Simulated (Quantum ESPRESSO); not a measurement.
**Ni under changes of volume**

One of the cells (10.569 Å³/atom); the others are scaled copies at fixed shape and fractional positions:

```xyz
2
Lattice="2.4480 0.0000 0.0000 -1.2240 2.1201 0.0000 0.0000 0.0000 4.0728" Properties=species:S:1:pos:R:3 pbc="T T T"
Ni    1.2240    0.7067    3.0546
Ni    0.0000    1.4134    1.0182
```

This isn't the form of Ni at room conditions, which is fcc.

* Program: Quantum ESPRESSO 7.5
* Functional: PBEsol
* Potentials or basis: GBRV 1.5 PBEsol
* Cutoff: 612 eV
* Density cutoff: 4898 eV
* k mesh: 12 × 12 × 7
* Occupations: fermi-dirac, width 0.05 eV
* Spin: collinear spin, ferromagnetic start
* Starting moments: [1.0, 1.0] μB

```tsv
volume (Å³/atom)	energy over the lowest point (meV/atom)	pressure (GPa)	moment (μB per cell)
9.935	?	?	?
10.146	5.43	6.5	1.32
10.357	0.00	1.4	1.34
10.569	0.88	-3.1	1.35
10.780	7.43	-7.2	1.37
10.992	19.01	-10.7	1.38
11.203	35.02	-13.8	1.39
```

What does the run at 9.935 Å³/atom give?

Energy over the lowest point 17.99 meV/atom; pressure 12.1 GPa; moment 1.30 μB per cell.

Worked out: A Birch-Murnaghan fit of order 3 (a polynomial in V^(-2/3)) to the other rows has its minimum at 10.43 Å³/atom with B0 = V·E''(V) = 227 GPa and B' = 4.8 at fixed shape and positions, which overstates the stiffness. It gives 17.97 meV/atom at 9.935 Å³/atom, against the run's 17.99, and -dE/dV = 12.4 GPa, against 12.1. A straight line through the other rows of the moment, of slope 0.0662 μB per Å³/atom, extrapolates to 1.31 μB, against the run's 1.30.

Energies are extrapolated to zero smearing.
